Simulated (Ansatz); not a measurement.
# LiNbO3: the cost of one run

Computed with Ansatz 0.2.0 (DFT PBE, scalar-relativistic, plane waves, PAW, unless a step's input says otherwise).

The COD cell was measured well above room temperature, so it is larger than a cold one.

16 further runs of the same task are left out: 16 set aside as unsound or not needed. Runs told in other sessions of the task aren't counted.

## 1. The system as given

The structure is trigonal, space group R-3c (No. 167). The conventional cell has a = 5.223 Å, b = 5.223 Å, c = 13.795 Å, α = 90.00°, β = 90.00°, γ = 120.00°. Li (site symmetry 32) is surrounded by 3 O at 1.99 Å. Around Nb (site symmetry -3) lie 6 O at 2.00 Å. O (site symmetry 2) has 1 Li at 1.99 Å and 2 Nb at 2.00 Å in its first shell of neighbours.

Structure file:

```
Li Nb O
1.0
     2.61153    1.50777    4.59847
    -2.61153    1.50777    4.59847
     0.00000   -3.01553    4.59847
Li Nb O
2 2 6
Direct
  0.25000 0.25000 0.25000
  0.75000 0.75000 0.75000
  0.00000 0.00000 0.00000
  0.50000 0.50000 0.50000
  0.13034 0.36966 0.75000
  0.75000 0.13034 0.36966
  0.36966 0.75000 0.13034
  0.86966 0.63034 0.25000
  0.25000 0.86966 0.63034
  0.63034 0.25000 0.86966
```

It is the result of an earlier relaxation at this level (volume 10.86 Å³/atom; gap on the mesh: 2.51 eV).

## 2. Plan of the line

Atoms count from 1 in the order of the input.

The energy is mapped over a free internal coordinate and the cell.

- shift of O5 along [1 0 0], its symmetry partners moved as symmetry demands (measured in the relaxed cell): 7 values from −0.15 to 0.15 Å
- c/a of the conventional cell at fixed volume: 7 values from 2.113 to 3.170

Nothing else is relaxed (all other coordinates fixed). Energies count from the relaxed crystal. Points are written as (first, second).

## 3. Point (0.05 Å, 2.113)

input.yaml reads:

```yaml
crystal:
  lattice:
    - [2.8131840873, 1.6241925901, 3.962838651]
    - [-2.8131840873, 1.6241925901, 3.962838651]
    - [0.0, -3.2483851801, 3.962838651]
  atoms:
    - { symbol: Li, position: [0.25, 0.25, 0.25] }
    - { symbol: Li, position: [0.75, 0.75, 0.75] }
    - { symbol: Nb, position: [0.0, 0.0, 0.0] }
    - { symbol: Nb, position: [0.5, 0.5, 0.5] }
    - { symbol: O, position: [0.1399083177, 0.3600916823, 0.75] }
    - { symbol: O, position: [0.75, 0.1399083177, 0.3600916823] }
    - { symbol: O, position: [0.3600916823, 0.75, 0.1399083177] }
    - { symbol: O, position: [0.8600916823, 0.6399083177, 0.25] }
    - { symbol: O, position: [0.25, 0.8600916823, 0.6399083177] }
    - { symbol: O, position: [0.6399083177, 0.25, 0.8600916823] }
basis:
  ecutwfc: 520.0
kpoints:
  mp_grid: { grid: [6, 6, 6] }
hamiltonian:
  xc: pbe
  pseudopotentials: { kind: paw, azcp: { folder: soft_1 } }
scf:
  occupations: { method: gaussian, width: 0.05 }
output:
  forces: true
  stress: true
  eigenvalues: true
  write_density: true
  write_potential: true
  elf: true
  volumetric_format: npy
```

Run with:

```sh
$ ansatz run input.yaml --threads 2 --pin off --max-ram 4096MiB --backend cpu --events-out ev --progress --plain --runs-dir out
```

What time and memory should one allow on 2 threads of Arm Neoverse N1, shared host?

About 16 s, with a peak of 0.5 GiB.
